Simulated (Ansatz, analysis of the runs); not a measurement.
# A homologous series of junctions, from (GeH2)2 chain with methyl sulfide ends, between Au (111) faces with adatoms

How fast does the conductance fall as the molecule grows?

Calculated with Ansatz 0.2.0; DFT PBE, plane waves, PAW; relaxation of a junction, electrodes held but for their tips, in the first sound run; inputs show where later runs differ.

Report form: the programs' logs are mostly left out.

### Step 1. Set-up

The cell holds 90 atoms: 74 Au, 2 S, 2 C, 2 Ge and 10 H. Its edges and angles: a = 8.825 Å, b = 8.825 Å, c = 30.878 Å, α = 90.0°, β = 90.0°, γ = 60.0°. Electrodes: Au (111) 3x3 face with an adatom; the apex atoms were set 9.599 Å apart; the free molecule is C[S][GeH2][GeH2][S]C. Regions: lower lead, 37 atoms (37 Au); bridge, 16 atoms (2 S, 2 C, 2 Ge and 10 H); upper lead, 37 atoms (37 Au). The structure is stacked along c, and the current runs across the ab planes.

### Step 2. Relaxation of the scattering region, 90 atoms, molecule oligogermane 2, methyl sulfide ends, units 2

The bridge and the electrodes' tips relax, while 72 atoms stay at the lead's spacing, so that the ends still repeat as a lead.

File input.yaml:

```yaml
crystal:
  lattice:
    - [8.8246926292, 0.0, 0.0]
    - [4.4123463146, 7.6424079975, 0.0]
    - [0.0, 0.0, 30.8784947524]
  atoms:
    - { symbol: Au, position: [0.722222222, 0.722222222, 0.0] }
    - { symbol: Au, position: [0.722222222, 0.055555556, 0.0] }
    - { symbol: Au, position: [0.722222222, 0.388888889, 0.0] }
    - { symbol: Au, position: [0.055555556, 0.722222222, 0.0] }
    - { symbol: Au, position: [0.055555556, 0.055555556, 0.0] }
    - { symbol: Au, position: [0.055555556, 0.388888889, 0.0] }
    - { symbol: Au, position: [0.388888889, 0.722222222, 0.0] }
    - { symbol: Au, position: [0.388888889, 0.055555556, 0.0] }
[... 78 atom lines left out ...]
    - { symbol: Au, position: [0.944444444, 0.277777778, 0.922218452] }
    - { symbol: Au, position: [0.277777778, 0.611111111, 0.922218452] }
    - { symbol: Au, position: [0.277777778, 0.944444444, 0.922218452] }
    - { symbol: Au, position: [0.277777778, 0.277777778, 0.922218452] }
kpoints:
  mp_grid: { grid: [2, 2, 1] }
scf:
  occupations: { method: fermi_dirac, width: 0.1 }
hamiltonian:
  xc: pbe
relax:
  constraints:
    - { sites: [0, 1, 2, 3, 4, 5, 6, 7, 8, 9, 10, 11, 12, 13, 14, 15, 16, 17, 18, 19, 20, 21, 22, 23, 24, 25, 26, 27, 28, 29, 30, 31, 32, 33, 34, 35, 54, 55, 56, 57, 58, 59, 60, 61, 62, 63, 64, 65, 66, 67, 68, 69, 70, 71, 72, 73, 74, 75, 76, 77, 78, 79, 80, 81, 82, 83, 84, 85, 86, 87, 88, 89] }
  f_tol: 0.05
  max_steps: 35
```

Launch:

```bash
$ ansatz run input.yaml --threads 16 --pin off --max-ram 61440MiB --backend cuda --events-out ev --progress --plain --runs-dir out --max-vram 78GiB
```

The job ended after 26 s (1 × NVIDIA GB200 with 16 threads of Arm Neoverse V2, shared host; peak memory 1.9 GiB).

Step by step:

| step | energy less that of the first step (eV) | largest force component (eV/Å) |
| --- | --- | --- |
| 1 | 0.0000 | 0.9818 |
| 2 | -0.1466 | 0.3700 |
| 3 | -0.2024 | 0.2065 |
| 4 | -0.2218 | 0.1060 |
| 5 | -0.2285 | 0.0541 |
| 6 | -0.2341 | 0.0659 |
| 7 | -0.2392 | 0.0727 |
| 8 | -0.2438 | 0.0988 |
| 9 | -0.2460 | 0.1369 |
| 10 | -0.2482 | 0.1490 |
| 11 | -0.2510 | 0.0993 |
| 12 | -0.2525 | 0.0178 |
| 13 | -0.2525 | 0.0177 |

The atoms that moved most (Å):

| atom | dx | dy | dz | length |
| --- | --- | --- | --- | --- |
| H46 | -0.042 | 0.653 | -0.728 | 0.979 |
| H44 | 0.238 | 0.221 | -0.759 | 0.825 |
| H53 | 0.136 | 0.470 | 0.608 | 0.780 |
| H45 | 0.123 | 0.375 | -0.651 | 0.761 |
| C39 | 0.104 | 0.435 | -0.605 | 0.752 |
| H51 | -0.112 | 0.048 | 0.637 | 0.648 |
| H52 | 0.037 | 0.311 | 0.564 | 0.645 |
| C43 | -0.003 | 0.305 | 0.504 | 0.589 |

This step gave:

* energy at zero smearing: -984097.3331 eV

The largest force component on a free atom ends at 0.018 eV/Å, under the limit of 0.05. The apex atoms end 9.71 Å apart, and their nearest bridge atoms lie at 2.38 Å (Au–S) and 2.38 Å (Au–S).

### Step 3. Transmission, 90 atoms, molecule oligogermane 2, methyl sulfide ends, units 2

This step: DFT PBE, plane waves, PAW; transmission of a junction between electrodes (Ansatz 0.2.0).

The cell is now read as a scatterer between two semi-infinite leads, named by two sites one period apart. The scattering states in its self-consistent potential are matched to the leads' states at each energy. A mesh across the current samples the surface zone of the faces.

Changes to input.yaml since step 2:

```diff
@@ -42,20 +42,20 @@
     - { symbol: Au, position: [0.722222222, 0.722222222, 0.233344644] }
-    - { symbol: Au, position: [0.5, 0.5, 0.305681483] }
-    - { symbol: S, position: [0.377882995, 0.498583839, 0.375389449] }
-    - { symbol: C, position: [0.202737167, 0.720062696, 0.386537406] }
-    - { symbol: Ge, position: [0.554009607, 0.505841325, 0.425920247] }
-    - { symbol: Ge, position: [0.440150152, 0.505840322, 0.496298182] }
-    - { symbol: S, position: [0.623533614, 0.498583666, 0.546829055] }
-    - { symbol: C, position: [0.577200272, 0.720062556, 0.53568105] }
[... 26 atom lines left out ...]
+    - { symbol: H, position: [0.4198073939, 0.8551369059, 0.5588772051] }
+    - { symbol: H, position: [0.5997584259, 0.7910721781, 0.5216441386] }
+    - { symbol: Au, position: [0.4973765577, 0.4993404387, 0.6182794586] }
     - { symbol: Au, position: [0.277777778, 0.277777778, 0.688873808] }
@@ -97,3 +97,3 @@
 kpoints:
-  mp_grid: { grid: [2, 2, 1] }
+  mp_grid: { grid: [4, 4, 1] }
 scf:
@@ -102,6 +102,7 @@
   xc: pbe
-relax:
-  constraints:
-    - { sites: [0, 1, 2, 3, 4, 5, 6, 7, 8, 9, 10, 11, 12, 13, 14, 15, 16, 17, 18, 19, 20, 21, 22, 23, 24, 25, 26, 27, 28, 29, 30, 31, 32, 33, 34, 35, 54, 55, 56, 57, 58, 59, 60, 61, 62, 63, 64, 65, 66, 67, 68, 69, 70, 71, 72, 73, 74, 75, 76, 77, 78, 79, 80, 81, 82, 83, 84, 85, 86, 87, 88, 89] }
-  f_tol: 0.05
-  max_steps: 35
+output:
+  transmission: { leads: [[81, 0]], e_range: [-0.7, 0.7], de: 0.035, kmesh: [4, 4] }
+  dos: { projected: true, e_range: [-5, 4] }
+  write_potential: true
+  write_density: true
+  volumetric_format: npy
```

Elapsed: 3.6 min, on 1 × NVIDIA GB200 with 16 threads; peak memory 19 GiB.

This step gave:

* energy at zero smearing: -984099.6094 eV
* transmission at the energy nearest the Fermi level, one spin: 0.05348
* step of the lead's Hamiltonian: 24.4 meV
* conductance of the junction: 0.05398 G₀
* conductance of the bulk lead, a 3×3 cell, mean over the mesh: 7.682 G₀
* channels of the bulk lead, one spin, mean over the mesh: 7.688

Transmission, one spin against energy, zero at the Fermi level:

| energy (eV) | transmission, one spin |
| --- | --- |
| -0.700 | 0.0268 |
| -0.665 | 0.0281 |
| -0.595 | 0.0328 |
| -0.560 | 0.0371 |
| -0.490 | 0.0480 |
| -0.455 | 0.0463 |
| -0.420 | 0.0399 |
| -0.350 | 0.0348 |
| -0.315 | 0.0357 |
| -0.280 | 0.0369 |
| -0.210 | 0.0401 |
| -0.175 | 0.0419 |
| -0.105 | 0.0458 |
| -0.070 | 0.0481 |
| -0.035 | 0.0506 |
| 0.000 | 0.0535 |
| 0.035 | 0.0569 |
| 0.070 | 0.0614 |
| 0.105 | 0.0662 |
| 0.175 | 0.0845 |
| 0.210 | 0.121 |
| 0.280 | 0.0680 |
| 0.315 | 0.0556 |
| 0.350 | 0.0540 |
| 0.420 | 0.0587 |
| 0.455 | 0.0628 |
| 0.490 | 0.0675 |
| 0.560 | 0.0799 |
| 0.595 | 0.0877 |
| 0.665 | 0.108 |
| 0.700 | 0.120 |

Open channels of the lead, one spin against energy, zero at the Fermi level:

energy (eV), open channels of the lead, one spin and a bar from the least value:
```
   -0.700       5.69 
   -0.665       5.81 ##
   -0.595       5.81 ##
   -0.560       5.81 ##
   -0.490       5.81 ##
   -0.455       5.81 ##
   -0.420       6.56 #############
   -0.350       6.56 #############
   -0.315       7.31 ########################
   -0.280       7.69 ##############################
   -0.210       7.69 ##############################
   -0.175       7.69 ##############################
   -0.105       7.69 ##############################
   -0.070       7.69 ##############################
   -0.035       7.69 ##############################
    0.000       7.69 ##############################
    0.035       7.69 ##############################
    0.070       7.69 ##############################
    0.105       7.69 ##############################
    0.175       7.69 ##############################
    0.210       7.69 ##############################
    0.280       7.31 ########################
    0.315       7.31 ########################
    0.350       7.31 ########################
    0.420       7.31 ########################
    0.455       7.31 ########################
    0.490       7.31 ########################
    0.560       7.31 ########################
    0.595       7.31 ########################
    0.665       7.31 ########################
    0.700       7.31 ########################
```

The planar mean of the electrostatic potential energy, less the Fermi level oscillates, so the rows of the table below give means over windows of 1 Å about each position, cut where the curve ends. Its maxima inside the range that stand out by 2 % of the span (Å: eV): 1.1: 0.860, 3.6: 0.923, 6.0: 0.968, 8.6: 2.95, 10.3: 3.04, 12.2: 1.77, 14.3: 2.53, 16.2: 1.72, 18.2: 3.20, 19.7: 2.92, 22.4: 0.962, 24.7: 0.516, 27.2: 0.661, 29.7: 0.857. Its minima: 2.4: -16.2, 4.7: -16.1, 7.1: -16.0, 9.6: 2.26, 11.4: 0.570, 12.9: 0.777, 15.4: 0.668, 17.2: 0.513, 19.0: 2.27, 21.2: -15.7, 23.6: -16.1, 26.0: -16.1, 28.6: -15.9.

Planar mean of the electrostatic potential energy, less the Fermi level against z; means over each step:

| z (Å) | planar mean of the electrostatic potential energy, less the Fermi level (eV) |
| --- | --- |
| 0 | -13.8 |
| 1 | -2.69 |
| 2 | -10.8 |
| 3 | -7.83 |
| 4 | -4.85 |
| 5 | -13.0 |
| 6 | -1.77 |
| 7 | -12.8 |
| 8 | -4.06 |
| 9 | 2.56 |
| 10 | 2.68 |
| 11 | 1.53 |
| 12 | 1.41 |
| 13 | 1.09 |
| 14 | 2.17 |
| 15 | 1.42 |
| 16 | 1.35 |
| 17 | 0.946 |
| 18 | 2.77 |
| 19 | 2.46 |
| 20 | 1.47 |
| 21 | -12.1 |
| 22 | -5.79 |
| 23 | -6.82 |
| 24 | -11.7 |
| 25 | -2.13 |
| 26 | -13.7 |
| 27 | -3.28 |
| 28 | -9.82 |
| 29 | -9.04 |
| 30 | -3.90 |

By hand: the program gives 6.2010 × 10^12 S/m² over the cell's cross-section of 67.44 Å² = 6.744 × 10^-19 m², so one cell conducts 4.182 × 10^-6 S. Divided by G0 = 2e²/h = 7.748 × 10^-5 S this is 0.0540 G0, a resistance of 239 kΩ.

The conductance is 0.0540 G₀. The value hangs on where a semilocal functional puts the molecule's levels, which is known only roughly. The lead's Hamiltonian steps by 24.4 meV, which the program lets pass, though it counts in the error estimate. The largest term of the program's error estimate is 47 %, from the k-mesh.

### Step 4. Landauer integrals, 90 atoms

This step: Landauer integrals over the computed T(E), interpolated linearly between its energies (analysis of the runs above).

Conductance and thermopower are moments of T(E) over the thermal window; sliding the window along E stands for a gate that leaves T(E) rigid.

This step gave:

| Property | Result |
| --- | --- |
| conductance at 300 K, interpolated from T(E) | 0.05409 G₀ |
| thermopower at 300 K | -13.44 μV/K |
| Lorenz number over L0 | 1.030 |

T(E) held rigid; rough near sharp steps of T(E). The conductance at 300 K by shift of the leads' level:

| shift of the leads' level (eV) | conductance at 300 K (G₀) |
| --- | --- |
| -0.350 | 0.0364 |
| -0.300 | 0.0367 |
| -0.250 | 0.0384 |
| -0.200 | 0.0408 |
| -0.150 | 0.0434 |
| -0.100 | 0.0464 |
| -0.050 | 0.0498 |
| 0.000 | 0.0541 |
| 0.050 | 0.0597 |
| 0.100 | 0.0677 |
| 0.150 | 0.0809 |
| 0.200 | 0.0972 |
| 0.250 | 0.0930 |
| 0.300 | 0.0704 |
| 0.350 | 0.0588 |

T(E) held rigid; rough near sharp steps of T(E). Thermopower at 300 K against shift of the leads' level:

| shift of the leads' level (eV) | thermopower at 300 K (μV/K) |
| --- | --- |
| -0.350 | 3.96 |
| -0.300 | -4.29 |
| -0.250 | -7.68 |
| -0.200 | -8.85 |
| -0.150 | -9.42 |
| -0.100 | -10.2 |
| -0.050 | -11.4 |
| 0.000 | -13.4 |
| 0.050 | -16.7 |
| 0.100 | -22.1 |
| 0.150 | -26.6 |
| 0.200 | -11.5 |
| 0.250 | 23.6 |
| 0.300 | 35.7 |
| 0.350 | 13.3 |

The two levels move by half the bias each and T(E) is held rigid. Table of current from the zero-bias T(E) by bias:

| bias (V) | current from the zero-bias T(E) (μA) |
| --- | --- |
| 0.000 | 0 |
| 0.100 | 0.421 |
| 0.200 | 0.853 |
| 0.300 | 1.31 |
| 0.400 | 1.82 |
| 0.500 | 2.35 |
| 0.600 | 2.81 |
| 0.700 | 3.20 |
| 0.800 | 3.57 |

By hand, Mott's formula: S = −(π²k²T/3e) d ln T/dE, and π²k²T/3e = 7.33 μV/K × eV at 300 K. The computed T is 0.0481 at -0.070 eV and 0.0614 at +0.070 eV, so d ln T/dE ≈ 1.75 per eV and S ≈ -12.8 μV/K, against -13.4 from the integrals.

The thermopower is -13.4 μV/K. The Lorenz ratio is 1.03, where the Wiedemann-Franz law gives 1. These values rest on a semilocal level alignment and on the mesh across the current. Moving the level by up to 0.1 eV either way gives -22 to -10 μV/K.

### Step 5. Relaxation of the scattering region, 93 atoms, molecule oligogermane 3, methyl sulfide ends, units 3

This step: DFT PBE, plane waves, PAW; relaxation of a junction, electrodes held but for their tips (Ansatz 0.2.0).

System of this step: (GeH2)3 chain with methyl sulfide ends, between Au (111) faces with adatoms. The cell holds 93 atoms: 74 Au, 2 S, 2 C, 3 Ge and 12 H. Its edges and angles: a = 8.825 Å, b = 8.825 Å, c = 32.659 Å, α = 90.0°, β = 90.0°, γ = 60.0°. Electrodes: Au (111) 3x3 face with an adatom; the apex atoms were set 11.379 Å apart; the free molecule is C[S][GeH2][GeH2][GeH2][S]C. Regions: lower lead, 37 atoms (37 Au); bridge, 19 atoms (2 S, 2 C, 3 Ge and 12 H); upper lead, 37 atoms (37 Au). The structure is stacked along c, and the current runs across the ab planes.

File input.yaml:

```yaml
crystal:
  lattice:
    - [8.8246926292, 0.0, 0.0]
    - [4.4123463146, 7.6424079975, 0.0]
    - [0.0, 0.0, 32.6592263166]
  atoms:
    - { symbol: Au, position: [0.722222222, 0.722222222, 0.0] }
    - { symbol: Au, position: [0.722222222, 0.055555556, 0.0] }
    - { symbol: Au, position: [0.722222222, 0.388888889, 0.0] }
    - { symbol: Au, position: [0.055555556, 0.722222222, 0.0] }
    - { symbol: Au, position: [0.055555556, 0.055555556, 0.0] }
    - { symbol: Au, position: [0.055555556, 0.388888889, 0.0] }
    - { symbol: Au, position: [0.388888889, 0.722222222, 0.0] }
    - { symbol: Au, position: [0.388888889, 0.055555556, 0.0] }
    - { symbol: Au, position: [0.388888889, 0.388888889, 0.0] }
    - { symbol: Au, position: [0.833333333, 0.833333333, 0.073540539] }
    - { symbol: Au, position: [0.833333333, 0.166666667, 0.073540539] }
    - { symbol: Au, position: [0.833333333, 0.5, 0.073540539] }
    - { symbol: Au, position: [0.166666667, 0.833333333, 0.073540539] }
    - { symbol: Au, position: [0.166666667, 0.166666667, 0.073540539] }
    - { symbol: Au, position: [0.166666667, 0.5, 0.073540539] }
    - { symbol: Au, position: [0.5, 0.833333333, 0.073540539] }
    - { symbol: Au, position: [0.5, 0.166666667, 0.073540539] }
    - { symbol: Au, position: [0.5, 0.5, 0.073540539] }
    - { symbol: Au, position: [0.944444444, 0.944444444, 0.147081079] }
    - { symbol: Au, position: [0.944444444, 0.277777778, 0.147081079] }
    - { symbol: Au, position: [0.944444444, 0.611111111, 0.147081079] }
    - { symbol: Au, position: [0.277777778, 0.944444444, 0.147081079] }
    - { symbol: Au, position: [0.277777778, 0.277777778, 0.147081079] }
    - { symbol: Au, position: [0.277777778, 0.611111111, 0.147081079] }
    - { symbol: Au, position: [0.611111111, 0.944444444, 0.147081079] }
    - { symbol: Au, position: [0.611111111, 0.277777778, 0.147081079] }
    - { symbol: Au, position: [0.611111111, 0.611111111, 0.147081079] }
    - { symbol: Au, position: [0.055555556, 0.055555556, 0.220621618] }
    - { symbol: Au, position: [0.055555556, 0.388888889, 0.220621618] }
    - { symbol: Au, position: [0.055555556, 0.722222222, 0.220621618] }
[... 57 atom lines left out ...]
    - { symbol: Au, position: [0.944444444, 0.611111111, 0.926459461] }
    - { symbol: Au, position: [0.944444444, 0.944444444, 0.926459461] }
    - { symbol: Au, position: [0.944444444, 0.277777778, 0.926459461] }
    - { symbol: Au, position: [0.277777778, 0.611111111, 0.926459461] }
    - { symbol: Au, position: [0.277777778, 0.944444444, 0.926459461] }
    - { symbol: Au, position: [0.277777778, 0.277777778, 0.926459461] }
kpoints:
  mp_grid: { grid: [2, 2, 1] }
scf:
  occupations: { method: fermi_dirac, width: 0.1 }
hamiltonian:
  xc: pbe
relax:
  constraints:
    - { sites: [0, 1, 2, 3, 4, 5, 6, 7, 8, 9, 10, 11, 12, 13, 14, 15, 16, 17, 18, 19, 20, 21, 22, 23, 24, 25, 26, 27, 28, 29, 30, 31, 32, 33, 34, 35, 57, 58, 59, 60, 61, 62, 63, 64, 65, 66, 67, 68, 69, 70, 71, 72, 73, 74, 75, 76, 77, 78, 79, 80, 81, 82, 83, 84, 85, 86, 87, 88, 89, 90, 91, 92] }
  f_tol: 0.05
  max_steps: 35
```

Wall time 55 s (1 × NVIDIA GB200 with 16 threads); peak memory 2 GiB; 2.7 min of CPU time.

Relaxation path (22 of 24):

| step | energy less that of the first step (eV) | largest force component (eV/Å) |
| --- | --- | --- |
| 1 | 0.0000 | 0.7023 |
| 2 | -0.1572 | 0.5045 |
| 3 | -0.2208 | 0.2140 |
| 4 | -0.2411 | 0.1088 |
| 5 | -0.2227 | 0.4198 |
| 6 | -0.2528 | 0.0210 |
| 8 | -0.2727 | 0.0657 |
| 9 | -0.2850 | 0.1206 |
| 10 | -0.2941 | 0.1885 |
| 11 | -0.3013 | 0.2614 |
| 12 | -0.3107 | 0.2953 |
| 13 | -0.3113 | 0.3328 |
| 14 | -0.3272 | 0.1923 |
| 15 | -0.3345 | 0.0589 |
| 16 | -0.3390 | 0.0829 |
| 17 | -0.3437 | 0.0830 |
| 19 | -0.3462 | 0.0283 |
| 20 | -0.3478 | 0.0648 |
| 21 | -0.3459 | 0.1427 |
| 22 | -0.3492 | 0.0592 |
| 23 | -0.3479 | 0.1011 |
| 24 | -0.3511 | 0.0264 |

Relaxation steps 5, 21, 23 were tried and not accepted.

The atoms that moved most (Å):

| atom | dx | dy | dz | length |
| --- | --- | --- | --- | --- |
| H50 | 0.152 | 1.992 | 0.035 | 1.998 |
| H51 | 0.595 | 1.742 | -0.006 | 1.841 |
| Ge41 | 0.250 | 1.730 | 0.011 | 1.748 |
| H48 | 0.138 | 1.674 | -0.042 | 1.680 |
| H52 | 0.115 | 1.560 | 0.046 | 1.565 |
| H49 | 0.440 | 1.190 | -0.724 | 1.461 |
| H53 | 0.349 | 1.160 | 0.744 | 1.422 |
| Ge40 | 0.161 | 1.383 | -0.137 | 1.399 |

The largest force component on a free atom ends at 0.026 eV/Å, under the limit of 0.05. The apex atoms end 11.48 Å apart, and their nearest bridge atoms lie at 2.38 Å (Au–S) and 2.38 Å (Au–S).

### Step 6. Transmission between the leads, 93 atoms, molecule oligogermane 3, methyl sulfide ends, units 3

This step: DFT PBE, plane waves, PAW; transmission of a junction between electrodes (Ansatz 0.2.0).

The transmission is computed for this geometry in the same way.

Changes to input.yaml since step 5:

```diff
@@ -44,3 +44,3 @@
 kpoints:
-  mp_grid: { grid: [2, 2, 1] }
+  mp_grid: { grid: [4, 4, 1] }
 scf:
@@ -49,6 +49,7 @@
   xc: pbe
-relax:
-  constraints:
-    - { sites: [0, 1, 2, 3, 4, 5, 6, 7, 8, 9, 10, 11, 12, 13, 14, 15, 16, 17, 18, 19, 20, 21, 22, 23, 24, 25, 26, 27, 28, 29, 30, 31, 32, 33, 34, 35, 57, 58, 59, 60, 61, 62, 63, 64, 65, 66, 67, 68, 69, 70, 71, 72, 73, 74, 75, 76, 77, 78, 79, 80, 81, 82, 83, 84, 85, 86, 87, 88, 89, 90, 91, 92] }
-  f_tol: 0.05
-  max_steps: 35
+output:
+  transmission: { leads: [[84, 0]], e_range: [-0.7, 0.7], de: 0.035, kmesh: [4, 4] }
+  dos: { projected: true, e_range: [-5, 4] }
+  write_potential: true
+  write_density: true
+  volumetric_format: npy
```

Atom lines that are left out differ too.

It took 3.6 min on 1 × NVIDIA GB200 with 16 threads; peak memory 19 GiB.

Transmission, one spin against energy, zero at the Fermi level:

| energy (eV) | transmission, one spin |
| --- | --- |
| -0.700 | 0.0110 |
| -0.665 | 0.0116 |
| -0.630 | 0.0125 |
| -0.595 | 0.0138 |
| -0.560 | 0.0160 |
| -0.525 | 0.0191 |
| -0.490 | 0.0220 |
| -0.420 | 0.0175 |
| -0.385 | 0.0157 |
| -0.350 | 0.0155 |
| -0.315 | 0.016 |
| -0.280 | 0.0168 |
| -0.245 | 0.0177 |
| -0.210 | 0.0188 |
| -0.175 | 0.0198 |
| -0.140 | 0.0210 |
| -0.105 | 0.0223 |
| -0.070 | 0.0239 |
| -0.035 | 0.0256 |
| 0.000 | 0.0276 |
| 0.035 | 0.0299 |
| 0.070 | 0.0328 |
| 0.105 | 0.0363 |
| 0.140 | 0.0411 |
| 0.175 | 0.0483 |
| 0.210 | 0.0706 |
| 0.245 | 0.0683 |
| 0.280 | 0.0421 |
| 0.315 | 0.0368 |
| 0.350 | 0.0377 |
| 0.385 | 0.0408 |
| 0.420 | 0.0452 |
| 0.490 | 0.0578 |
| 0.525 | 0.0664 |
| 0.560 | 0.0771 |
| 0.595 | 0.0907 |
| 0.630 | 0.107 |
| 0.665 | 0.129 |
| 0.700 | 0.157 |

The conductance is 0.0279 G₀. The conductance is 0.52 times that of the last run that gave one. The lead's Hamiltonian steps by 22.7 meV, which the program lets pass, though it counts in the error estimate. The largest term of the program's error estimate is 46 %, from the k-mesh.

### Step 7. Conductance and thermopower from T(E), 93 atoms

This step: Landauer integrals over the computed T(E), interpolated linearly between its energies (analysis of the runs above).

The thermopower is -17.6 μV/K. The Lorenz ratio is 1.04, where the Wiedemann-Franz law gives 1. These values rest on a semilocal level alignment and on the mesh across the current. Moving the level by up to 0.1 eV either way gives -27 to -14 μV/K.

(Continued in part 2 of 2.)

[Logs are printed without paths, hosts, clocks, repeated set-up lines and the standing remarks that a program may print on its own settings, such as how far it seeks lower states.]

[Hosts, paths, dates, database ids (printed as entryN), source tags and the programs' standing remarks are cut or masked in the printed files.]
